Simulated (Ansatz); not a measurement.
Run record: phonons of SnS$_{2}$ (P-3m1)

Level of theory: r²SCAN, PAW on Ansatz 0.2.0's default frozen-core files (fitted under PBE), scalar-relativistic.

The cell is the relaxed one with its volume scaled by 0.98; the atoms were then relaxed by PAW.

Command:

```sh
ansatz run input.yaml --threads 2 --pin off --max-ram 6144MiB --backend cpu --events-out ev --progress --plain --runs-dir out
```

input.yaml:

```yaml
crystal:
  lattice:
    - [3.64866975825, 0.0, 0.0]
    - [-1.82433487913, 3.15984070066, 0.0]
    - [0.0, 0.0, 6.22268928113]
  atoms:
    - { symbol: Sn, position: [0.0, 0.0, 0.0] }
    - { symbol: S, position: [0.333333333333, 0.666666666667, 0.236104092549] }
    - { symbol: S, position: [0.666666666667, 0.333333333333, 0.763895907451] }
kpoints:
  mp_grid: { grid: [6, 6, 4] }
scf:
  occupations: { method: fixed }
hamiltonian:
  xc: r2scan
  pseudopotentials: { kind: paw }
phonons:
  qmesh: [2, 2, 2]
  qpath:
    path:
      - [0.0, 0.0, 0.0]
      - [0.5, 0.0, 0.0]
      - [0.3333333333, 0.3333333333, 0.0]
      - [0.0, 0.0, 0.0]
      - [0.0, 0.0, 0.5]
      - [0.5, 0.0, 0.5]
      - [0.3333333333, 0.3333333333, 0.5]
      - [0.0, 0.0, 0.5]
      - [0.5, 0.0, 0.5]
    npoints: 6
  temperatures: { t_min: 0, t_max: 1000, t_step: 100 }
```

Output (shortened where marked):

```
Warning: phonons: the dynamical matrix that this run interpolates holds no multipole term above the dipole-dipole one, and a site of this crystal is no centre of inversion, so its interpolated transverse optical and acoustic branches and sound speeds can stay off near Gamma, and the density of states and the thermodynamics with them. What a run solves at a wave vector of phonons.qpoints, Gamma apart, where the deck ...
Warning: RAYON_NUM_THREADS=2 ignored (pool sized by the plan → 2); use --threads N
Engine: ansatz 0.2.0, aarch64-unknown-linux-gnu
Pseudopotentials: kind: paw
Pseudopotential: Sn, paw, valence charge 14, recommended cutoff 500 eV (meta_gga), Sn.paw.azcp
Pseudopotential: S, paw, valence charge 6, recommended cutoff 500 eV (meta_gga), S.paw.azcp
Functional definition: r2SCAN
  parameter k0 = 0.174
  parameter k1 = 0.065
  parameter a1 = 4.9479
  exchange = r2scan_x(k0 = k0, k1 = k1, a1 = a1)
  correlation = r2scan_c
Crystal: 6 atoms, lattice volume = 143.485 Å³
Basis set: ecut = 500 eV, 3637 PW (Γ), FFT grids on a1, a1+a2, a3, exchange–correlation on 135×240×240 points (125 copies of the dense FFT grid, shifted against one another)
[... 197 lines left out ...]
  symmetry images taken by strict's conditions (phonons.symmetry_images: auto; settled by no image being taken that strict refuses)
  supercell 2 (2 cells, vectors [1, 0, 0], [0, 2, 0], [0, -3, 1] in multiples of the cell's): 6 displaced members by 0.0025 Å; free energy -15703.478652 eV; taken off its force constants: by the sum rule 4.2e-4, by the ...
  symmetry images taken by strict's conditions (phonons.symmetry_images: auto; settled by no image being taken that strict refuses)
  supercell 3 (2 cells, vectors [1, 0, 0], [0, 1, 0], [0, 0, 2] in multiples of the cell's): 3 displaced members by 0.0025 Å; free energy -15703.478652 eV; taken off its force constants: by the sum rule 2.9e-4, by the ...
  symmetry images taken by strict's conditions (phonons.symmetry_images: auto; settled by no image being taken that strict refuses)
  q = [0.0000, 0.0000, 0.0000] (star 1, supercell 1; hermiticity 6.47e-17, symmetrization 3.06e-6): -0.00 0.00 0.00 204.72 204.72 209.17 209.17 317.71 349.36
  q = [0.0000, 0.0000, -0.5000] (star 1, supercell 3; hermiticity 1.22e-16, symmetrization 3.65e-16): 19.31 19.31 32.90 199.18 199.18 213.54 213.54 314.99 364.28
  q = [0.0000, -0.5000, 0.0000] (star 3, supercell 1; hermiticity 1.34e-16, symmetrization 2.59e-16): 75.90 99.20 174.75 187.52 249.62 260.25 291.99 309.58 316.34
  q = [0.0000, -0.5000, -0.5000] (star 3, supercell 2; hermiticity 1.25e-16, symmetrization 2.60e-16): 75.68 98.66 175.02 195.85 246.57 257.65 287.54 311.37 316.27
  joined force constants: q→R imaginary residual 2.37e-17
  density of states and harmonic sums: on the 20×20×10 q-mesh, interpolated from the force constants of a 2×2×2 supercell (with the dipole–dipole term)
  largest difference from the sums on the solved wave vectors: F 6.29e-2 eV, S 9.53e-5 and C_V 3.21e-5 eV/K
```

The calculation finished and met its thresholds.

**Phonons on the q mesh**

Harmonic phonons of a crystal by Kohn-Sham DFT at the given cell, standard atomic masses, acoustic sum rule imposed; negative wavenumbers are unstable modes; one row a degenerate set, branches counted upwards.

* Unstable phonons: no

| point | q a (r.l.u.) | q b (r.l.u.) | q c (r.l.u.) | branch | phonon wavenumber (cm⁻¹) | degeneracy |
| --- | --- | --- | --- | --- | --- | --- |
| Gamma | 0 | 0 | 0 | 4 | 204.7 | 2 |
| Gamma | 0 | 0 | 0 | 6 | 209.2 | 2 |
| Gamma | 0 | 0 | 0 | 8 | 317.7 | 1 |
| Gamma | 0 | 0 | 0 | 9 | 349.4 | 1 |
| M | 0.5 | 0 | 0 | 1 | 75.9 | 1 |
| M | 0.5 | 0 | 0 | 2 | 99.2 | 1 |
| M | 0.5 | 0 | 0 | 3 | 174.8 | 1 |
| M | 0.5 | 0 | 0 | 4 | 187.5 | 1 |
| M | 0.5 | 0 | 0 | 5 | 249.6 | 1 |
| M | 0.5 | 0 | 0 | 6 | 260.2 | 1 |
| M | 0.5 | 0 | 0 | 7 | 292 | 1 |
| M | 0.5 | 0 | 0 | 8 | 309.6 | 1 |
| M | 0.5 | 0 | 0 | 9 | 316.3 | 1 |
| A | 0 | 0 | 0.5 | 1 | 19.3 | 2 |
| A | 0 | 0 | 0.5 | 3 | 32.9 | 1 |
| A | 0 | 0 | 0.5 | 4 | 199.2 | 2 |
| A | 0 | 0 | 0.5 | 6 | 213.5 | 2 |
| A | 0 | 0 | 0.5 | 8 | 315 | 1 |
| A | 0 | 0 | 0.5 | 9 | 364.3 | 1 |
| L | 0.5 | 0 | 0.5 | 1 | 75.7 | 1 |
| L | 0.5 | 0 | 0.5 | 2 | 98.7 | 1 |
| L | 0.5 | 0 | 0.5 | 3 | 175 | 1 |
| L | 0.5 | 0 | 0.5 | 4 | 195.8 | 1 |
| L | 0.5 | 0 | 0.5 | 5 | 246.6 | 1 |
| L | 0.5 | 0 | 0.5 | 6 | 257.6 | 1 |
| L | 0.5 | 0 | 0.5 | 7 | 287.5 | 1 |
| L | 0.5 | 0 | 0.5 | 8 | 311.4 | 1 |
| L | 0.5 | 0 | 0.5 | 9 | 316.3 | 1 |

**Field response**

Linear response of an insulating crystal by Kohn-Sham DFT to a field and to zone-centre displacements, local fields included; Born charges neutralised; LO modes for wave vectors along x and z; Cartesian axes as in the input.

```
Dielectric electronic (x, y, z)   : 7.138, 7.138, 4.404
Highest phonon with field along x : 349.4 cm⁻¹
Highest phonon with field along z : 362.6 cm⁻¹
Highest phonon without field      : 349.4 cm⁻¹
```

| atom | born charge xx (e) | born charge yy (e) | born charge zz (e) |
| --- | --- | --- | --- |
| Sn1 | 4.859 | 4.859 | 1.585 |
| S2 | -2.43 | -2.43 | -0.793 |
| S3 | -2.43 | -2.43 | -0.793 |

### Harmonic thermodynamics

Sums over wave vectors interpolated from the q mesh.

| Quantity | Value |
| --- | --- |
| Zero point energy | 39.36 meV/atom |

```
temperature (K)  phonon heat capacity (k_B/atom)  phonon entropy (k_B/atom)  phonon free energy (meV/atom)
            100                            1.507                      1.122                          35.48
            200                            2.426                       2.51                           19.6
            300                            2.718                      3.559                          -6.78
            400                            2.836                       4.36                         -41.04
            500                            2.893                      4.999                         -81.46
            600                            2.925                       5.53                         -126.9
            700                            2.944                      5.982                         -176.5
            800                            2.957                      6.376                         -229.8
            900                            2.966                      6.725                         -286.3
           1000                            2.972                      7.038                         -345.6
```

Known limits: frozen-core PAW files fitted under PBE, their cores solved anew for the functional of the run; no dispersion correction, so the spacing and stiffness between layers or molecules are poor; cell scaled away from its relaxed volume; no LO-TO term at the zone centre; coarse q mesh.

It took 7.2 min on 2 threads of Arm Neoverse V1, on a shared host, peak memory 1.5 GiB.
